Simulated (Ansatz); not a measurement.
# WS2 (R3m) in Ansatz: single point with PBEsol

Aim: the single point of WS2 with PBEsol.

Program: Ansatz 0.2.0. These are calculated values, not measurements. Logs are shortened: lines on timing, memory, paths and dates and some standing lists are left out, and cuts for length are marked.

## Step 1: Starting point

The structure is trigonal, space group R3m (No. 160). Conventional cell: a = 3.158 Å, b = 3.158 Å, c = 18.490 Å, α = 90.00°, β = 90.00°, γ = 120.00°. W (site symmetry 3m) is surrounded by 6 S at 2.39 to 2.42 Å. Around S (site symmetry 3m) lie 3 W at 2.42 Å. S (site symmetry 3m) has 3 W at 2.39 Å as nearest neighbours.

Measurements of this composition are mostly on another form, of space group No. 194.

## Step 2: Single point, PBEsol

input.yaml reads:

```yaml
crystal:
  lattice:
    - [1.579, 0.9116360751, 6.1633333333]
    - [-1.579, 0.9116360751, 6.1633333333]
    - [0.0, -1.8232721501, 6.1633333333]
  atoms:
    - { symbol: W, position: [0.0, 0.0, 0.0] }
    - { symbol: S, position: [0.581, 0.581, 0.581] }
    - { symbol: S, position: [0.7503, 0.7503, 0.7503] }
kpoints:
  mp_grid: { grid: [6, 6, 6] }
scf:
  occupations: { method: fermi_dirac, width: 0.03 }
hamiltonian:
  xc: pbesol
  pseudopotentials: { kind: all_electron, lapw: { basis_error: 0.002 } }
output:
  forces: true
  stress: true
  eigenvalues: true
```

Potentials or basis: all-electron LAPW, scalar-relativistic.

The run is started by

```sh
$ ansatz run input.yaml --threads 2 --pin off --max-ram 8192MiB --backend cpu --events-out ev --progress --plain --runs-dir out
```

The program printed:

```text
Warning: RAYON_NUM_THREADS=2 ignored (pool sized by the plan → 2); use --threads N
LAPW: plane waves up to 8.339 Å⁻¹, error target 2.0e-3 eV per atom; small_component_spin mean_spin; S in spheres of 1.023 Å, 14 of its electrons in bands, Dirac shells []; W in spheres of 1.368 Å, 38 of its electrons in bands, Dirac shells [] (how accurate: hamiltonian.pseudopotentials.lapw.basis_error, Limitations)
Engine: ansatz 0.2.0, aarch64-unknown-linux-gnu
Pseudopotentials: kind: all_electron
Pseudopotential: W, LAPW, valence charge 38, lapw/all_electron/scalar/gaussian/W, Koelling and Harmon's equation, gaussian nucleus
Pseudopotential: S, LAPW, valence charge 14, lapw/all_electron/scalar/gaussian/S, Koelling and Harmon's equation, gaussian nucleus
Functional definition: PBEsol
  exchange = pbesol_x
  correlation = pbesol_c
Crystal: 3 atoms, lattice volume = 53.232 Å³
Basis set: ecut = 264.9179143137132 eV, 527 PW (Γ), FFT grids on a1−a3, a2−a3, a3, exchange–correlation at level 2
Bands: 40, of which v1, the nominal top of the filled ones, is band 33 counted from 1 (32 counted from 0)
Symmetry: 6 space group operations
Space group: R3m (ITA 160), of the structure as read, at distance tolerance 3.8e-5 Å
k-points: 32 of 216 (time reversal used)
Non-local potential: W, projectors of the file, none
Non-local potential: S, projectors of the file, none
Initial density: superposition of atomic densities (chi_scale 0.1, normalization cell, long waves kept (reshape's long-wave potential 0.08 eV rms))
Initial wavefunctions: plane waves of lowest kinetic energy (no species holds an atomic orbital)
Functional: x = pbesol(κ = 0.804, μ = 0.12345679012345678), c = pbesol(β = 0.046)
iter 1 solved again at ethr=1.25e-3 eV; its pass at ethr=1.00e-1 eV (dr2=8.24e-1 eV) is discarded
SCF iter   1: F=—  HF=-460768.127734 eV  |F-HF|=—  |Δ(HF+E_count)|=         —  Δρ=3.69e-2  dr2=8.26e-1  ethr=1.25e-3  ⟨swp⟩=2.0  Hψ=8445  notcnv=0
preconditioner: auto → Resta (q_TF=auto, 2.828 Å⁻¹)  ε∞=3.0  [insulator: Δε(μ)=0.948 eV  Ē_g=20.449 eV  σ=0.030 eV  W_gap=1.00  n_scr=22 (ndim 8)  ℏωp=28.8 eV  f_vac=0.115  D(μ)=0.00/eV (n_scr^D=0)  ε∞_Penn≈3.0]
SCF iter   2: F=—  HF=-460767.831666 eV  |F-HF|=—  |Δ(HF+E_count)|=   2.96e-1  Δρ=1.80e-2  dr2=4.59e-1  ethr=1.25e-3  ⟨swp⟩=2.7  Hψ=3840  notcnv=0
SCF iter   3: F=—  HF=-460767.755685 eV  |F-HF|=—  |Δ(HF+E_count)|=   7.60e-2  Δρ=1.23e-2  dr2=8.59e-2  ethr=6.96e-4  ⟨swp⟩=3.0  Hψ=3916  notcnv=0
iter 4 solved again at ethr=1.11e-5 eV; its pass at ethr=1.30e-4 eV (dr2=7.33e-3 eV) is discarded
SCF iter   4: F=—  HF=-460767.728353 eV  |F-HF|=—  |Δ(HF+E_count)|=   2.73e-2  Δρ=3.63e-3  dr2=7.33e-3  ethr=1.11e-5  ⟨swp⟩=2.0  Hψ=6402  notcnv=0
SCF iter   5: F=—  HF=-460767.728660 eV  |F-HF|=—  |Δ(HF+E_count)|=         —  Δρ=6.33e-4  dr2=2.78e-4  ethr=1.11e-5  ⟨swp⟩=2.0  Hψ=3633  notcnv=0
the basis was enlarged: its passes take 261.3 KiB over the memory plan, 2 of 2 planned eigensolver slots
SCF iter   6: F=—  HF=-460767.728865 eV  |F-HF|=—  |Δ(HF+E_count)|=   2.05e-4  Δρ=2.68e-4  dr2=1.16e-4  ethr=4.21e-7  ⟨swp⟩=3.0  Hψ=3789  notcnv=0
SCF iter   7: F=—  HF=-460767.728846 eV  |F-HF|=—  |Δ(HF+E_count)|=   1.84e-5  Δρ=8.65e-5  dr2=5.65e-6  ethr=1.75e-7  ⟨swp⟩=2.8  Hψ=3623  notcnv=0
SCF iter   8: F=—  HF=-460767.728852 eV  |F-HF|=—  |Δ(HF+E_count)|=   5.50e-6  Δρ=3.32e-5  dr2=7.62e-7  ethr=8.56e-9  ⟨swp⟩=3.0  Hψ=3751  notcnv=0
SCF iter   9: F=—  HF=-460767.728853 eV  |F-HF|=—  |Δ(HF+E_count)|=   9.54e-7  Δρ=1.33e-5  dr2=2.02e-7  ethr=1.15e-9  ⟨swp⟩=3.0  Hψ=3825  notcnv=0
SCF iter  10: F=-460767.728853 eV  HF=-460767.728853 eV  |F-HF|=3.92e-8  |Δ(HF+E_count)|=   5.90e-8  Δρ=5.95e-6  dr2=2.22e-8  ethr=3.06e-10  ⟨swp⟩=3.0  Hψ=3685  notcnv=0
SCF 1 converged in 10 iterations: F = -460767.728853 eV  dr2 = 2.22e-8
SCF converged after 10 iterations
Free energy (F): -460767.728853 eV
Harris-Foulkes:  -460767.728853 eV  (|F-HF|=3.92e-8)
Internal energy: -460767.728853 eV  (E = F + TS)
E sigma→0 (E₀):  -460767.728853 eV
Fermi energy:    14.703556 eV
--- Per-component energies (eV) ---
  E_band       = -4921.062939
  E_kinetic    = 513478.893225
  E_xc         = -10065.631853
  E_electrostatic = -964180.990225  (all electrons and nuclei)
  E_smearing   = -0.000000  (= −TS)
  E_closure    = 0.000000  (closes the sum)
  E_atoms      = -460744.039139  (free atoms, spherical and without spin; not in F)
  Σ components = -460767.728853   (vs F -460767.728853, Δ=0.00e0)
  Basis errors (estimates in eV, not in F): energy 9.3e-4 per atom: plane waves 8.3e-4 (4.8e-4 summed), levels above the bands 4.2e-126, relativity 5.9e-8, radial functions 9.3e-5, core shells 2.4e-6; eigenvalues (radial functions only) 2.7e-6; not estimated: angular momenta, meshes, grids; target (lapw.basis_error) 2.0e-3; muffin-tin radii S 1.023 Å, W 1.368 Å
--- Forces (eV/Å), atoms counted from 1 ---
  atom   1  W      0.00000000    -0.00000000    -0.59749060
  atom   2  S      0.00000000     0.00000000     0.36061952
  atom   3  S     -0.00000000     0.00000000     0.23685063
  max |Σ_I F_I| component: 2.04e-5 eV/Å
--- Stress (GPa, compression-positive) ---
       -0.921892       0.000000       0.000000
        0.000000      -0.921892       0.000000
        0.000000       0.000000       0.116866
  P = ⅓ Tr σ = -0.5756 GPa (-5.756 kbar)
--- Band table (eV; the first three rows and the last of 32) ---
  k-point 0: bands = ["-219.2043", "-219.2043", "-219.1917", "-219.1917", "-219.1851", "-191.4380", "-191.4322", "-136.5072", "-136.5072", "-136.5018", "-136.5018", "-136.4688", "-136.4574", "-60.2913", "-24.6085", "-24.4181", "-24.4181", "-14.5708", "-14.5708", "-14.5613", "-14.5506", "-14.5506", "-14.5483", "-14.5418", "-1.4266", "0.5895", "6.5408", "10.6900", "10.6900", "11.9480", "11.9480", "12.6778", "13.0070", "16.4203", "16.4203", "16.7840", "16.7840", "18.8574", "21.9057", "22.5978"]
  k-point 1: bands = ["-219.2043", "-219.2043", "-219.1917", "-219.1917", "-219.1851", "-191.4380", "-191.4322", "-136.5072", "-136.5072", "-136.5018", "-136.5018", "-136.4688", "-136.4574", "-60.2866", "-24.5914", "-24.5116", "-24.4398", "-14.5711", "-14.5694", "-14.5585", "-14.5523", "-14.5511", "-14.5470", "-14.5450", "-0.9615", "0.7227", "7.0916", "9.6823", "10.6927", "11.1094", "11.3484", "12.6760", "13.0093", "15.7390", "16.4188", "16.6061", "17.1614", "20.4975", "22.5150", "23.1577"]
  k-point 2: bands = ["-219.2043", "-219.2043", "-219.1917", "-219.1917", "-219.1851", "-191.4380", "-191.4322", "-136.5072", "-136.5072", "-136.5018", "-136.5018", "-136.4688", "-136.4574", "-60.2771", "-24.6944", "-24.5571", "-24.4830", "-14.5718", "-14.5667", "-14.5559", "-14.5546", "-14.5526", "-14.5489", "-14.5442", "0.1447", "1.0336", "7.5097", "8.7125", "9.1861", "10.4188", "11.9108", "12.0457", "12.3029", "15.9076", "16.2595", "17.5319", "17.9261", "20.2245", "21.4816", "21.9348"]
  k-point 31: bands = ["-219.2043", "-219.2043", "-219.1917", "-219.1917", "-219.1851", "-191.4380", "-191.4322", "-136.5072", "-136.5072", "-136.5018", "-136.5018", "-136.4688", "-136.4574", "-60.2913", "-24.6085", "-24.4181", "-24.4181", "-14.5708", "-14.5708", "-14.5613", "-14.5506", "-14.5506", "-14.5483", "-14.5418", "-1.1998", "0.1521", "7.5917", "10.3613", "10.6745", "10.6745", "11.9805", "11.9805", "14.2414", "16.5361", "16.5361", "16.6225", "16.6225", "19.0826", "22.3843", "23.8720"]
```

It took 15 s on 2 threads of Arm Neoverse V2, shared host; peak memory 0.34 GiB.

Results:

```yaml
Free_energy: -460767.7289 eV
Pressure: -0.6 GPa
Largest_force: 0.597 eV/Å
Band_gap_on_the_k_mesh: 0.98 eV, indirect (least direct gap 1.89 eV)
```

Forces on the atoms (eV/Å):
```
W    0.000  0.000 -0.597
S    0.000  0.000  0.361
S    0.000  0.000  0.237
```

Caveat: spin-orbit coupling is left out, which moves the levels of the heavy elements. PBEsol gaps usually lie below the measured ones, often by a third to a half.
